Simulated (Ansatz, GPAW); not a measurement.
HfB2: changing the Hubbard U on Hf d

Symmetry: P6/mmm, No. 191, hexagonal system. The conventional cell has a = 3.140 Å, b = 3.140 Å, c = 3.480 Å, α = 90.00°, β = 90.00°, γ = 120.00°. Hf (site symmetry 6/mmm) is surrounded by 12 B at 2.51 Å. B (site symmetry -6m2) is surrounded by 3 B at 1.81 Å.

Kept alike: task single point; functional LDA; k mesh 10 × 10 × 8; occupations fermi-dirac, width 0.05 eV; no spin polarisation. Program: Ansatz, Ansatz PAW, cutoff 420 eV. The mesh is that of the run's cell of 3 atoms. No spin-orbit coupling.

```csv
"Hubbard U on Hf d, U (eV)",pressure (GPa)
0,-10.15
2,-8.28
3,-7.28
4,?
5,-5.11
6,-3.93
8,-1.35
```

Pressure is positive in compression, with a Pulay correction for the finite cutoff. U acts here on a shell without spin polarisation. For a metal such a mesh leaves the last digits unconverged. How U acts hangs on the program's projectors. All rows use potentials made for PBE. U is the effective U - J on orthogonalised atomic projectors. Double counting: fully localised limit (the default).

Question: Fit the rows shown and predict the run at 4 eV.

Answer: A least-squares parabola through the rows shown is pressure = 0.02964 U² + 0.8598 U - 10.138 (largest miss 0.020); at U = 4 it gives -6.22 GPa. The run gave: pressure -6.23 GPa.
